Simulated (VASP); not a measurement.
These are PBE GGA, VASP's PBE PAW potentials (set 64) (plane waves; VASP 6.6.1) values and carry that method's errors.

The input files of a VASP run:

**INCAR**
```
NELM = 100   # most electronic steps
LASPH = .TRUE.   # aspherical one-centre terms
ISMEAR = 0   # Gaussian
LREAL = .FALSE.   # projection in real space or not
SYSTEM = AlSb
SIGMA = 0.05
GGA = PE
ENCUT = 400   # plane-wave cut-off (eV)
EDIFF = 1E-6   # SCF stop (eV)
PREC = Accurate
LMAXMIX = 4
ISIF = 2   # forces and stress, cell fixed
LCHARG = .FALSE.
ALGO = Normal   # blocked Davidson
LWAVE = .FALSE.
```

**POSCAR**
```
AlSb
4.4284680
  0.0000000000   0.7071068369   0.7071068369
  0.7071068369   0.0000000000   0.7071068369
  0.7071068369   0.7071068369   0.0000000000
Al Sb
1 1
Cart
  0.0000000000   0.0000000000   0.0000000000
  0.3535534185   0.3535534185   0.3535534185
```

### KPOINTS
```
Automatic
0
Monkhorst Pack
 3 3 3
0 0 0
```

POTCAR, in this order: Al Sb (PBE.64 set). Program: vasp_std.

What VASP printed:

### OUTCAR
```
 ion  position               nearest neighbor table
   1  0.000  0.000  0.000-   2 2.71   2 2.71   2 2.71   2 2.71
   2  0.250  0.250  0.250-   1 2.71   1 2.71   1 2.71   1 2.71
  LATTYP: Found a face centered cubic cell.
 ALAT       =     6.2628000000
 Subroutine PRICEL returns:
 Original cell was already a primitive cell.
 Subroutine GETGRP returns: Found 24 space group operations
The static configuration has the point symmetry T_d .
The dynamic configuration has the point symmetry T_d .
 Subroutine INISYM returns: Found 24 space group operations
 Subroutine IBZKPT returns following result:
 Found      4 irreducible k-points:

 Following reciprocal coordinates:
            Coordinates               Weight
  0.000000  0.000000  0.000000      1.000000
  0.333333  0.000000  0.000000      8.000000
  0.333333  0.333333  0.000000      6.000000
 -0.333333  0.333333  0.000000     12.000000
   k-points           NKPTS =      4   k-points in BZ     NKDIM =      4   number of bands    NBANDS=      8
   number of dos      NEDOS =    301   number of ions     NIONS =      2
   total plane-waves  NPLWV =  27000
   dimension x,y,z NGX =    30 NGY =   30 NGZ =   30
   dimension x,y,z NGXF=    60 NGYF=   60 NGZF=   60
...
```

File OSZICAR:
```
       N       E                     dE             d eps       ncg     rms          rms(c)
DAV:   1     0.164863873657E+02    0.16486E+02   -0.25857E+03    64   0.593E+02
DAV:   2    -0.741047672314E+01   -0.23897E+02   -0.23794E+02    88   0.842E+01
DAV:   3    -0.788518418634E+01   -0.47471E+00   -0.47471E+00    80   0.157E+01
DAV:   4    -0.788740881911E+01   -0.22246E-02   -0.22246E-02    96   0.129E+00
DAV:   5    -0.788741704282E+01   -0.82237E-05   -0.82237E-05    88   0.583E-02    0.341E+00
DAV:   6    -0.779845237437E+01    0.88965E-01   -0.14883E-01    72   0.179E+00    0.213E+00
DAV:   7    -0.777609427384E+01    0.22358E-01   -0.11920E-01    88   0.182E+00    0.552E-01
DAV:   8    -0.777819485902E+01   -0.21006E-02   -0.11005E-02    64   0.602E-01    0.113E-01
DAV:   9    -0.777875212662E+01   -0.55727E-03   -0.68576E-04    88   0.177E-01    0.322E-02
DAV:  10    -0.777890417607E+01   -0.15205E-03   -0.11481E-04    72   0.660E-02    0.140E-02
DAV:  11    -0.777895979337E+01   -0.55617E-04   -0.95526E-05    88   0.633E-02    0.758E-03
DAV:  12    -0.777896080362E+01   -0.10102E-05   -0.15873E-06    88   0.913E-03    0.264E-03
DAV:  13    -0.777896090724E+01   -0.10362E-06   -0.12317E-07    56   0.221E-03
   1 F= -.77789609E+01 E0= -.77789609E+01  d E =-.495124E-11
```

**OUTCAR**
```
------------------------ aborting loop because EDIFF is reached ----------------------------------------
  FORCE on cell =-STRESS in cart. coord.  units (eV):
  Direction    XX          YY          ZZ          XY          YZ          ZX
  --------------------------------------------------------------------------------------
  Total        0.0263746      0.0263746      0.0263746     -0.0000000      0.0000000     -0.0000000
  in kB        0.6880997      0.6880997      0.6880997     -0.0000000      0.0000000     -0.0000000
  external PRESSURE =       0.6880997 kB  Pullay stress =       0.0000000 kB
  volume of cell :       61.41
      direct lattice vectors                 reciprocal lattice vectors
     0.000000000  3.131400000  3.131400000    -0.159672990  0.159672990  0.159672990
     3.131400000  0.000000000  3.131400000     0.159672990 -0.159672990  0.159672990
     3.131400000  3.131400000  0.000000000     0.159672990  0.159672990 -0.159672990
 POSITION                                       TOTAL-FORCE (eV/Angst)
 -----------------------------------------------------------------------------------
      0.00000      0.00000      0.00000        -0.000000      0.000000     -0.000000
      1.56570      1.56570      1.56570         0.000000     -0.000000      0.000000
 -----------------------------------------------------------------------------------
    total drift:                               -0.000000     -0.000000     -0.000000
  FREE ENERGIE OF THE ION-ELECTRON SYSTEM (eV)
  ---------------------------------------------------
  free  energy   TOTEN  =        -7.7789609072 eV

  energy  without entropy=       -7.7789609072  energy(sigma->0) =       -7.77896091
```
(Selected blocks of OUTCAR.)

The compound is AlSb in the zinc blende structure. The cell was not relaxed at this level. The k-mesh is coarse (spacing up to 0.58 per Å, 2π included), so the numbers may not be converged in it. The run is one of a series of settings (KPOINTS 3×3×3 Monkhorst-Pack mesh against the base run), some of them coarse on purpose.
